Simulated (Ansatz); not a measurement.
Input, command and steps of an Ansatz relaxation.

```yaml
crystal:
  lattice:
    - [5.0690738885, 0.0, 0.0]
    - [-2.5345369442, 4.3899467611, 0.0]
    - [0.0, 0.0, 8.55848854]
  atoms:
    - { symbol: Si, position: [0.66666667, 0.33333333, 0.9371258] }
    - { symbol: Si, position: [0.66666667, 0.33333333, 0.5628742] }
    - { symbol: Si, position: [0.33333333, 0.66666667, 0.0628742] }
    - { symbol: Si, position: [0.33333333, 0.66666667, 0.4371258] }
    - { symbol: O, position: [0.0, 0.42125874, 0.0] }
    - { symbol: O, position: [0.42125874, 0.42125874, 0.5] }
    - { symbol: O, position: [0.57874126, 0.0, 0.5] }
    - { symbol: O, position: [0.57874126, 0.57874126, 0.0] }
    - { symbol: O, position: [0.0, 0.57874126, 0.5] }
    - { symbol: O, position: [0.66666667, 0.33333333, 0.75] }
    - { symbol: O, position: [0.33333333, 0.66666667, 0.25] }
    - { symbol: O, position: [0.42125874, 0.0, 0.0] }
basis:
  ecutwfc: 500
kpoints:
  mp_grid: { grid: [6, 6, 4] }
hamiltonian:
  xc: r2scan
scf:
  occupations: { method: gaussian, width: 0.02 }
output:
  forces: true
  stress: true
  eigenvalues: true
relax:
  adjacent_minimum: "off"
  f_tol: 0.01
  max_steps: 40
```

```bash
ansatz run input.yaml --threads 2 --pin off --max-ram 5120MiB --backend cpu --events-out ev --progress --plain --runs-dir out
```

These are results of DFT r2SCAN, scalar-relativistic, plane waves, PAW in Ansatz 0.2.0, not measurements.

Of 5 frames 4 are shown, positions in Å and forces in eV/Å; the SCF threshold varies from step to step.

```xyz
12
Lattice="5.0691 0.0000 0.0000 -2.5345 4.3899 0.0000 0.0000 0.0000 8.5585" Properties=species:S:1:pos:R:3:forces:R:3 pbc="T T T" step=1 free_energy_over_end_meV_per_atom=0.06
Si    2.5345    1.4633    8.0204    0.0000    0.0000    0.0196
Si    2.5345    1.4633    4.8174    0.0000    0.0000   -0.0196
Si    0.0000    2.9266    0.5381    0.0000    0.0000   -0.0196
Si    0.0000    2.9266    3.7411    0.0000    0.0000    0.0196
O    -1.0677    1.8493    0.0000    0.0156   -0.0271    0.0000
O     1.0677    1.8493    4.2792   -0.0156   -0.0271    0.0000
O     2.9337    0.0000    4.2792    0.0312    0.0000    0.0000
O     1.4668    2.5406    0.0000    0.0156    0.0271    0.0000
O    -1.4668    2.5406    4.2792   -0.0156    0.0271    0.0000
O     2.5345    1.4633    6.4189    0.0000    0.0000    0.0000
O     0.0000    2.9266    2.1396    0.0000    0.0000    0.0000
O     2.1354    0.0000    0.0000   -0.0312    0.0000    0.0000
12
Lattice="5.0691 0.0000 0.0000 -2.5345 4.3899 0.0000 0.0000 0.0000 8.5585" Properties=species:S:1:pos:R:3:forces:R:3 pbc="T T T" step=2 free_energy_over_end_meV_per_atom=0.05
Si    2.5345    1.4633    8.0206    0.0000    0.0000    0.0115
Si    2.5345    1.4633    4.8171    0.0000    0.0000   -0.0115
Si    0.0000    2.9266    0.5379    0.0000    0.0000   -0.0115
Si    0.0000    2.9266    3.7414    0.0000    0.0000    0.0115
O    -1.0672    1.8484    0.0000    0.0138   -0.0239    0.0000
O     1.0672    1.8484    4.2792   -0.0138   -0.0239    0.0000
O     2.9347    0.0000    4.2792    0.0276    0.0000    0.0000
O     1.4673    2.5415    0.0000    0.0138    0.0239    0.0000
O    -1.4673    2.5415    4.2792   -0.0138    0.0239    0.0000
O     2.5345    1.4633    6.4189    0.0000    0.0000    0.0000
O     0.0000    2.9266    2.1396    0.0000    0.0000    0.0000
O     2.1344    0.0000    0.0000   -0.0276    0.0000    0.0000
12
Lattice="5.0691 0.0000 0.0000 -2.5345 4.3899 0.0000 0.0000 0.0000 8.5585" Properties=species:S:1:pos:R:3:forces:R:3 pbc="T T T" step=3 free_energy_over_end_meV_per_atom=0.05
Si    2.5345    1.4633    8.0198    0.0000    0.0000    0.1165
Si    2.5345    1.4633    4.8180    0.0000    0.0000   -0.1165
Si    0.0000    2.9266    0.5387    0.0000    0.0000   -0.1165
Si    0.0000    2.9266    3.7405    0.0000    0.0000    0.1165
O    -1.0625    1.8404    0.0000   -0.0097    0.0169    0.0000
O     1.0625    1.8404    4.2792    0.0097    0.0169    0.0000
O     2.9440    0.0000    4.2792   -0.0195    0.0000    0.0000
O     1.4720    2.5496    0.0000   -0.0097   -0.0169    0.0000
O    -1.4720    2.5496    4.2792    0.0097   -0.0169    0.0000
O     2.5345    1.4633    6.4189    0.0000    0.0000    0.0000
O     0.0000    2.9266    2.1396    0.0000    0.0000    0.0000
O     2.1251    0.0000    0.0000    0.0195    0.0000    0.0000
12
Lattice="5.0691 0.0000 0.0000 -2.5345 4.3899 0.0000 0.0000 0.0000 8.5585" Properties=species:S:1:pos:R:3:forces:R:3 pbc="T T T" step=5 free_energy_over_end_meV_per_atom=0.00
Si    2.5345    1.4633    8.0214    0.0000    0.0000    0.0023
Si    2.5345    1.4633    4.8164    0.0000    0.0000   -0.0023
Si    0.0000    2.9266    0.5371    0.0000    0.0000   -0.0023
Si    0.0000    2.9266    3.7421    0.0000    0.0000    0.0023
O    -1.0641    1.8431    0.0000    0.0010   -0.0017    0.0000
O     1.0641    1.8431    4.2792   -0.0010   -0.0017    0.0000
O     2.9408    0.0000    4.2792    0.0019    0.0000    0.0000
O     1.4704    2.5468    0.0000    0.0010    0.0017    0.0000
O    -1.4704    2.5468    4.2792   -0.0010    0.0017    0.0000
O     2.5345    1.4633    6.4189    0.0000    0.0000    0.0000
O     0.0000    2.9266    2.1396    0.0000    0.0000    0.0000
O     2.1283    0.0000    0.0000   -0.0019    0.0000    0.0000
```

Time: 86 s on 2 threads of Arm Neoverse V1, on a shared host, peak memory 0.84 GiB.